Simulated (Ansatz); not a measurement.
**AgI: properties at the relaxed cell**

The task here is to estimate one member of a computed series from the others.

The COD entry's cell or inner coordinates are ideal or old and differ from later refinements, so a difference from it is no clean test against experiment.

Computed with Ansatz 0.2.0 (DFT PBE, scalar-relativistic, plane waves, PAW, unless a step's input says otherwise).

1 further run of the same task is left out (set aside as unsound or not needed).

## The structure to begin with

It takes space group F-43m (No. 216, cubic). Conventional cell: a = 6.631 Å, b = 6.631 Å, c = 6.631 Å, α = 90.00°, β = 90.00°, γ = 90.00°. Ag (site symmetry -43m) is surrounded by 4 I at 2.87 Å. Around I (site symmetry -43m) lie 4 Ag at 2.87 Å.

Coordinates:

```
CELL_PARAMETERS angstrom
0.00000 3.31554 3.31554
3.31554 0.00000 3.31554
3.31554 3.31554 0.00000
ATOMIC_POSITIONS crystal
Ag 0.00000 0.00000 0.00000
I 0.25000 0.25000 0.25000
```

This cell was relaxed beforehand with the same method: volume 36.45 Å³/atom, gap on the mesh 1.34 eV.

Set-up of the first run:

Input file input.yaml:

```yaml
crystal:
  lattice:
    - [0.0, 3.3155353135, 3.3155353135]
    - [3.3155353135, 0.0, 3.3155353135]
    - [3.3155353135, 3.3155353135, 0.0]
  atoms:
    - { symbol: Ag, position: [0.0, 0.0, 0.0] }
    - { symbol: I, position: [0.25, 0.25, 0.25] }
basis:
  ecutwfc: 420
kpoints:
  mp_grid: { grid: [8, 8, 8] }
  band_path:
    path:
      - [[0.0, 0.0, 0.0], [-0.5, -0.5, 0.0], [-0.375, -0.375, 0.25]]
      - [[-0.375, 0.0, 0.375], [0.0, 0.0, 0.0], [0.0, 0.0, 0.5], [-0.5, -0.25, 0.25], [-0.5, -0.5, 0.0]]
    npoints: 14
hamiltonian:
  xc: pbe
scf:
  occupations: { method: gaussian, width: 0.02 }
  n_extra_bands: 6
output:
  forces: true
  stress: true
  eigenvalues: true
  populations: true
  dos: { projected: true, de: 0.02, nscf_kmesh: { grid: [12, 12, 12] } }
  bader: true
  write_density: true
  write_potential: true
  elf: true
  volumetric_format: npy
```

The run is started by

```console
$ ansatz run input.yaml --threads 1 --pin off --max-ram 2560MiB --backend cpu --events-out ev --progress --plain --runs-dir out
```

Steps of the session up to this table: Bands, states and charges; Seeking the band edges over the whole zone; Levels beside the edges; Back to the database's cell; Volume × 0.97; Point at V/V0 = 1.03; Point at V/V0 = 0.94; Point at V/V0 = 1.06; The cell scaled to 0.91 of its volume; Point at V/V0 = 1.10; Point at V/V0 = 0.88.

One table of the session follows, with a row left open; its other results are not shown here.

It belongs to the step «Equation of state». 

```
volume (Å³/atom)  energy above the lowest point (meV/atom)  pressure (GPa)  gap on the mesh (eV)
          32.073                                      54.5            4.61                  1.34
          33.167                                      28.3            3.10                  1.34
          34.260                                      11.5            1.85                  1.34
          35.354                                       2.6            0.82                  1.34
          36.447                                       0.0           -0.04                  1.34
          37.540                                       2.7           -0.74                  1.35
          38.634                                         ?               ?                     ?
          40.092                                      24.9           -1.95                  1.36
```

Estimate the missing values for volume (Å³/atom) = 38.634.

Worked estimate for «energy above the lowest point (meV/atom)». A straight line through the neighbours (37.540, 2.7) and (40.092, 24.9) gives 2.7 + (24.9 − 2.7) × (38.634 − 37.540) / (40.092 − 37.540) = 12.2; a parabola fitted to 3 rows on both sides gives 9.5.

As computed: energy above the lowest point (meV/atom): 9.9; pressure (GPa): -1.33; gap on the mesh (eV): 1.35. In «energy above the lowest point (meV/atom)» the line misses by +2.3 and the parabola by -0.4.
